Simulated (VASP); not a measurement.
# InAs (F-43m) in VASP: notebook

Aim: see how the results for InAs move with the level of theory and the settings. Levels: PBE, PBE+D4. Tasks: single point.

All numbers are computed with VASP 6.6.1; they aren't measurements. Logs are shortened: lines on timing, memory, paths and dates and some standing lists are left out, and cuts for length are marked.

**What was measured.**

From a printed reference work, data compilation, for a bulk crystal of InAs at 4.2 K: band gap 0.418 eV (direct).

How close the calculation comes is told below.

## Step 1: The cell of the first run

Symmetry: F-43m, No. 216, cubic system. Conventional cell: a = 6.109 Å, b = 6.109 Å, c = 6.109 Å, α = 90.00°, β = 90.00°, γ = 90.00°. In (site symmetry -43m) has 4 As at 2.65 Å within 3.5 Å. Within 3.5 Å of As (site symmetry -43m) lie 4 In at 2.65 Å.

## Step 2: Single point, PBE

Contents of INCAR:

```
ALGO = Normal
EDIFF = 1E-6
ENCUT = 500
GGA = PE
GGA_COMPAT = F
ISIF = 2
ISMEAR = 1
LASPH = T
LCHARG = F
LREAL = F
LWAVE = F
NBANDS = 16
NELM = 120
PREC = Accurate
SIGMA = 0.05
```

Contents of KPOINTS:

```
k-points
0
Gamma
  6 6 6
```

Contents of POSCAR:

```
InAs
1.0
    0.0000000000      3.0545915924      3.0545915924
    3.0545915924      0.0000000000      3.0545915924
    3.0545915924      3.0545915924      0.0000000000
In As
1 1
Direct
    0.0000000000      0.0000000000      0.0000000000
    0.2500000000      0.2500000000      0.2500000000
```

Potentials or basis: VASP PAW PBE potentials, release 64 (In_d, As).

Run with:

```bash
$ cat potpaw_PBE.64/In_d/POTCAR potpaw_PBE.64/As/POTCAR > POTCAR
$ mpirun -np 1 vasp_std > vasp.out
```

OUTCAR:

```text
EDIFF = 1E-6
   ENCUT = 500
   GGA = PE
   ISIF = 2
   ISMEAR = 1
   LASPH = T
   LREAL = F
   NELM = 120
   PREC = Accurate

 ion  position               nearest neighbor table
   1  0.000  0.000  0.000-   2 2.65   2 2.65   2 2.65   2 2.65
   2  0.250  0.250  0.250-   1 2.65   1 2.65   1 2.65   1 2.65

  LATTYP: Found a face centered cubic cell.
 ALAT       =     6.1091831848

  Lattice vectors:

 A1 = (   0.0000000000,   3.0545915924,   3.0545915924)
 A2 = (   3.0545915924,   0.0000000000,   3.0545915924)
 A3 = (   3.0545915924,   3.0545915924,   0.0000000000)

Analysis of symmetry for initial positions (statically):
=====================================================================
 Subroutine PRICEL returns:
 Original cell was already a primitive cell.

 Routine SETGRP: Setting up the symmetry group for a
 face centered cubic supercell.

 Subroutine GETGRP returns: Found 24 space group operations
 (whereof 24 operations were pure point group operations)
 out of a pool of 48 trial point group operations.

The static configuration has the point symmetry T_d .

Analysis of symmetry for dynamics (positions and initial velocities):
=====================================================================
 Subroutine PRICEL returns:
 Original cell was already a primitive cell.

 Routine SETGRP: Setting up the symmetry group for a
 face centered cubic supercell.

 Subroutine GETGRP returns: Found 24 space group operations
 (whereof 24 operations were pure point group operations)
 out of a pool of 48 trial point group operations.

The dynamic configuration has the point symmetry T_d .

 Subroutine INISYM returns: Found 24 space group operations
 (whereof 24 operations are pure point group operations),
 and found     1 'primitive' translations

----------------------------------------------------------------------------------------

                                     Primitive cell

  volume of cell :      57.0019

  direct lattice vectors                    reciprocal lattice vectors
     0.000000000  3.054591592  3.054591592    -0.163688004  0.163688004  0.163688004
     3.054591592  0.000000000  3.054591592     0.163688004 -0.163688004  0.163688004
     3.054591592  3.054591592  0.000000000     0.163688004  0.163688004 -0.163688004

  length of vectors
     4.319844857  4.319844857  4.319844857     0.283515939  0.283515939  0.283515939

  position of ions in fractional coordinates (direct lattice)
     0.000000000  0.000000000  0.000000000
     0.250000000  0.250000000  0.250000000

  ion indices of the primitive-cell ions
   primitive index   ion index
                 1           1
                 2           2

----------------------------------------------------------------------------------------

 KPOINTS: k-points

Automatic generation of k-mesh.
 Grid dimensions read from file:
 generate k-points for:    6    6    6

 Generating k-lattice:

  Cartesian coordinates                     Fractional coordinates (reciprocal lattice)
    -0.027281334  0.027281334  0.027281334     0.166666667  0.000000000  0.000000000
     0.027281334 -0.027281334  0.027281334     0.000000000  0.166666667  0.000000000
     0.027281334  0.027281334 -0.027281334     0.000000000  0.000000000  0.166666667

  Length of vectors
     0.047252657  0.047252657  0.047252657

  Shift w.r.t. Gamma in fractional coordinates (k-lattice)
     0.000000000  0.000000000  0.000000000

 Subroutine IBZKPT returns following result:
 ===========================================

 Found     16 irreducible k-points:

 Following reciprocal coordinates:
            Coordinates               Weight
  0.000000  0.000000  0.000000      1.000000
  0.166667  0.000000  0.000000      8.000000
  0.333333  0.000000  0.000000      8.000000
  0.500000  0.000000  0.000000      4.000000
  0.166667  0.166667  0.000000      6.000000
  0.333333  0.166667  0.000000     24.000000
[... 8 lines left out ...]
 -0.333333  0.333333  0.166667     24.000000
 -0.333333  0.500000  0.166667     12.000000
   k-points           NKPTS =     16   k-points in BZ     NKDIM =     16   number of bands    NBANDS=     16
   number of dos      NEDOS =    301   number of ions     NIONS =      2
   total plane-waves  NPLWV =  32768
   dimension x,y,z NGX =    32 NGY =   32 NGZ =   32
   dimension x,y,z NGXF=    64 NGYF=   64 NGZF=   64
   ions per type =               1   1
   NGX,Y,Z   is equivalent  to a cutoff of  12.31, 12.31, 12.31 a.u.
   NGXF,Y,Z  is equivalent  to a cutoff of  24.63, 24.63, 24.63 a.u.
 SYSTEM =  unknown system
   PREC   = accura    normal or accurate (medium, high low for compatibility)
   ISTART =      0    job   : 0-new  1-cont  2-samecut
   ICHARG =      2    charge: 1-file 2-atom 10-const
   ISPIN  =      1    spin polarized calculation?
   LNONCOLLINEAR =      F non collinear calculations
   LSORBIT =      F    spin-orbit coupling
   LASPH  =      T    aspherical Exc in radial PAW
   ENCUT  =  500.0 eV  36.75 Ry    6.06 a.u.   7.88  7.88  7.88*2*pi/ulx,y,z
   NELM   =    120;   NELMIN=  2; NELMDL= -5     # of ELM steps
   EDIFF  = 0.1E-05   stopping-criterion for ELM
   LREAL  =      F    real-space projection
   EDIFFG = 0.1E-04   stopping-criterion for IOM
   NSW    =      0    number of steps for IOM
   IBRION =     -1    ionic relax: 0-MD 1-quasi-New 2-CG
   NFREE  =      0    steps in history (QN), initial steepest desc. (CG)
   ISIF   =      2    stress and relaxation
   ISYM   =      2    0-nonsym 1-usesym 2-fastsym
   POTIM  = 0.5000    time-step for ionic-motion
   TEBEG  =    0.0;   TEEND  =   0.0 temperature during run
   PSTRESS=    0.0 pullay stress
   NELECT =      18.0000    total number of electrons
   NUPDOWN=      -1.0000    fix difference up-down
   EMIN   =  10.00;   EMAX   =-10.00  energy-range for DOS
   EFERMI =   0.00;   METHOD = LEGACY
   ISMEAR =     1;   SIGMA  =   0.05  broadening in eV -4-tet -1-fermi 0-gaus
   EFERMI_NEDOS =   21; number of points for ismear=-14 and -15
   IALGO  =     38    algorithm
   IMIX   =      4    mixing-type and parameters
     AMIX     =   0.40;   BMIX     =  1.00
     AMIX_MAG =   1.60;   BMIX_MAG =  1.00
  volume/ion in A,a.u.               =      28.50       192.33
  Fermi-wavevector in a.u.,A,eV,Ry     =   1.114814  2.106693 16.909468  1.242811
  Thomas-Fermi vector in A             =   2.251413
   LORBIT       =      0    0 simple, 1 ext, 2 COOP (PROOUT), +10 PAW based schemes
   GGA     = PE    functional components
   LHFCALC =     F    Hartree Fock is set to
   AEXX    =    0.0000 exact exchange contribution
   IVDW    =     0    specifies the selected vdW correction
   LEPSILON=     F    determine dielectric tensor
   LRPA    =     F    only Hartree local field effects (RPA)
 non-spin polarized calculation
 Methfessel and Paxton  Order N= 1 SIGMA  =   0.05
  energy-cutoff  :      500.00
  volume of cell :       57.00
 maximum number of plane-waves:      1464
   NGX = 15   NGY = 15   NGZ = 15

 number of electron      17.9999996 magnetization

 Free energy of the ion-electron system (eV)
  ---------------------------------------------------
  ext. energy  EPLUGINS =         0.00000000
  ---------------------------------------------------
  free energy    TOTEN  =        -7.68713993 eV

  energy without entropy =       -7.68696708  energy(sigma->0) =       -7.68708231

 E-fermi :   4.2187     XC(G=0):  -8.9561

 val. band max:        4.2086579603   @ k =   0.0000   0.0000   0.0000
 cond. band min:       5.0965452519   @ k =   0.5000   0.0000   0.0000
 fundamental gap:      0.8878872916
 Fermi energy:         4.2187278868

 k-point     1 :       0.0000    0.0000    0.0000
  band No.  band energies     occupation
      1     -10.1301      2.00000
      2     -10.1301      2.00000
      3     -10.1301      2.00000
      4     -10.0169      2.00000
      5     -10.0169      2.00000
      6      -7.4584      2.00000
[... 8 lines left out ...]
     15      13.8067      0.00000
     16      13.8067      0.00000

 k-point     2 :       0.1667    0.0000    0.0000
  band No.  band energies     occupation
      1     -10.1593      2.00000
      2     -10.1213      2.00000
      3     -10.1213      2.00000
      4     -10.0168      2.00000
      5     -10.0168      2.00000
      6      -7.1917      2.00000
[... 8 lines left out ...]
     15      12.7637      0.00000
     16      12.7637      0.00000

 k-point     3 :       0.3333    0.0000    0.0000
  band No.  band energies     occupation
      1     -10.2131      2.00000
      2     -10.1070      2.00000
      3     -10.1070      2.00000
      4     -10.0134      2.00000
      5     -10.0134      2.00000
      6      -6.5314      2.00000
[... 8 lines left out ...]
     15      13.2180      0.00000
     16      13.2180      0.00000

 k-point     4 :       0.5000    0.0000    0.0000
  band No.  band energies     occupation
      1     -10.2383      2.00000
      2     -10.1018      2.00000
      3     -10.1018      2.00000
      4     -10.0096      2.00000
      5     -10.0096      2.00000
      6      -6.0815      2.00000
[... 8 lines left out ...]
     15      14.8442      0.00000
     16      14.8442      0.00000

 k-point     5 :       0.1667    0.1667    0.0000
  band No.  band energies     occupation
      1     -10.1773      2.00000
      2     -10.1124      2.00000
      3     -10.1124      2.00000
      4     -10.0240      2.00000
      5     -10.0118      2.00000
      6      -7.1036      2.00000
[... 8 lines left out ...]
     15      13.5010      0.00000
     16      14.1031      0.00000

 k-point     6 :       0.3333    0.1667    0.0000
  band No.  band energies     occupation
      1     -10.2203      2.00000
      2     -10.0997      2.00000
      3     -10.0962      2.00000
      4     -10.0273      2.00000
      5     -10.0075      2.00000
      6      -6.5666      2.00000
[... 8 lines left out ...]
     15      14.1853      0.00000
     16      14.2550      0.00000

 k-point     7 :       0.5000    0.1667    0.0000
  band No.  band energies     occupation
      1     -10.2468      2.00000
      2     -10.0956      2.00000
      3     -10.0896      2.00000
      4     -10.0205      2.00000
      5     -10.0076      2.00000
      6      -5.9797      2.00000
[... 8 lines left out ...]
     15      14.5041      0.00000
     16      14.9513      0.00000

 k-point     8 :      -0.3333    0.1667    0.0000
  band No.  band energies     occupation
      1     -10.2365      2.00000
      2     -10.0976      2.00000
      3     -10.0953      2.00000
      4     -10.0161      2.00000
      5     -10.0133      2.00000
      6      -6.1381      2.00000
[... 8 lines left out ...]
     15      13.5017      0.00000
     16      14.8017      0.00000

 k-point     9 :      -0.1667    0.1667    0.0000
  band No.  band energies     occupation
      1     -10.1965      2.00000
      2     -10.1113      2.00000
      3     -10.1063      2.00000
      4     -10.0206      2.00000
      5     -10.0129      2.00000
      6      -6.7880      2.00000
[... 8 lines left out ...]
     15      13.2739      0.00000
     16      14.1520      0.00000

 k-point    10 :       0.3333    0.3333    0.0000
  band No.  band energies     occupation
      1     -10.2574      2.00000
      2     -10.0760      2.00000
      3     -10.0760      2.00000
      4     -10.0411      2.00000
      5     -10.0015      2.00000
      6      -6.2145      2.00000
[... 8 lines left out ...]
     15      14.9242      0.00000
     16      16.3510      0.00000

 k-point    11 :       0.5000    0.3333    0.0000
  band No.  band energies     occupation
      1     -10.2752      2.00000
      2     -10.0730      2.00000
      3     -10.0670      2.00000
      4     -10.0400      2.00000
      5     -10.0013      2.00000
      6      -5.7300      2.00000
[... 8 lines left out ...]
     15      15.3230      0.00000
     16      15.9077      0.00000

 k-point    12 :      -0.3333    0.3333    0.0000
  band No.  band energies     occupation
      1     -10.2625      2.00000
      2     -10.0857      2.00000
      3     -10.0749      2.00000
      4     -10.0266      2.00000
      5     -10.0105      2.00000
      6      -5.6884      2.00000
[... 8 lines left out ...]
     15      13.3545      0.00000
     16      16.7699      0.00000

 k-point    13 :       0.5000    0.5000    0.0000
  band No.  band energies     occupation
      1     -10.2926      2.00000
      2     -10.0573      2.00000
      3     -10.0573      2.00000
      4     -10.0504      2.00000
      5      -9.9963      2.00000
      6      -5.5719      2.00000
[... 8 lines left out ...]
     15      15.6255      0.00000
     16      16.1936      0.00000

 k-point    14 :       0.5000    0.3333    0.1667
  band No.  band energies     occupation
      1     -10.2508      2.00000
      2     -10.0905      2.00000
      3     -10.0794      2.00000
      4     -10.0300      2.00000
      5     -10.0066      2.00000
      6      -6.0317      2.00000
[... 8 lines left out ...]
     15      14.6724      0.00000
     16      15.9928      0.00000

 k-point    15 :      -0.3333    0.3333    0.1667
  band No.  band energies     occupation
      1     -10.2620      2.00000
      2     -10.0901      2.00000
      3     -10.0719      2.00000
      4     -10.0264      2.00000
      5     -10.0099      2.00000
      6      -5.6881      2.00000
[... 8 lines left out ...]
     15      14.9261      0.00000
     16      15.8073      0.00000

 k-point    16 :      -0.3333    0.5000    0.1667
  band No.  band energies     occupation
      1     -10.2770      2.00000
      2     -10.0781      2.00000
      3     -10.0623      2.00000
      4     -10.0362      2.00000
      5     -10.0046      2.00000
      6      -5.5387      2.00000
[... 8 lines left out ...]
     15      15.6674      0.00000
     16      15.9138      0.00000

------------------------ aborting loop because EDIFF is reached ----------------------------------------

  FORCE on cell =-STRESS in cart. coord.  units (eV):
  Direction    XX          YY          ZZ          XY          YZ          ZX
  --------------------------------------------------------------------------------------
  -------------------------------------------------------------------------------------
  Total        0.7593063      0.7593063      0.7593063     -0.0000000      0.0000000     -0.0000000
  in kB       21.3421493     21.3421493     21.3421493     -0.0000000      0.0000000     -0.0000000
  external PRESSURE =      21.3421493 kB  Pullay stress =       0.0000000 kB

 VOLUME and BASIS-vectors are now :
 -----------------------------------------------------------------------------
  energy-cutoff  :      500.00
  volume of cell :       57.00
      direct lattice vectors                 reciprocal lattice vectors
     0.000000000  3.054591592  3.054591592    -0.163688004  0.163688004  0.163688004
     3.054591592  0.000000000  3.054591592     0.163688004 -0.163688004  0.163688004
     3.054591592  3.054591592  0.000000000     0.163688004  0.163688004 -0.163688004

 POSITION                                       TOTAL-FORCE (eV/Angst)
 -----------------------------------------------------------------------------------
      0.00000      0.00000      0.00000         0.000000     -0.000000     -0.000000
      1.52730      1.52730      1.52730        -0.000000      0.000000      0.000000
 -----------------------------------------------------------------------------------
    total drift:                               -0.000000     -0.000000      0.000000

  FREE ENERGIE OF THE ION-ELECTRON SYSTEM (eV)
  ---------------------------------------------------
  free  energy   TOTEN  =        -7.6871399277 eV

  energy  without entropy=       -7.6869670763  energy(sigma->0) =       -7.68708231
```

It took 10 s on 1 thread of Intel Xeon Platinum 8375C at 2.90GHz (Ice Lake), shared host; peak memory 0.18 GiB.

Results:

```yaml
Free_energy: -7.6871 eV
Pressure: 2.1 GPa
Band_gap_on_the_k_mesh: zero (filled and empty bands touch)
```

Levels at points of the mesh, in eV from the Fermi level:
| k point | band 6 | band 7 | band 8 | band 9 | band 10 | band 11 | band 12 | band 13 |
| --- | --- | --- | --- | --- | --- | --- | --- | --- |
| (0.00, 0.00, 0.00) | -11.68 | -0.36 | -0.01 | -0.01 | -0.01 | 3.88 | 3.88 | 3.88 |
| (0.50, 0.00, 0.00) | -10.30 | -5.62 | -0.95 | -0.95 | 0.88 | 4.64 | 4.64 | 6.80 |
| (0.50, 0.50, 0.00) | -9.79 | -5.72 | -2.23 | -2.23 | 1.58 | 2.04 | 8.98 | 9.05 |

Caveat: spin-orbit coupling is left out, which moves the levels of the heavy elements.

[end of part 1 of 2]
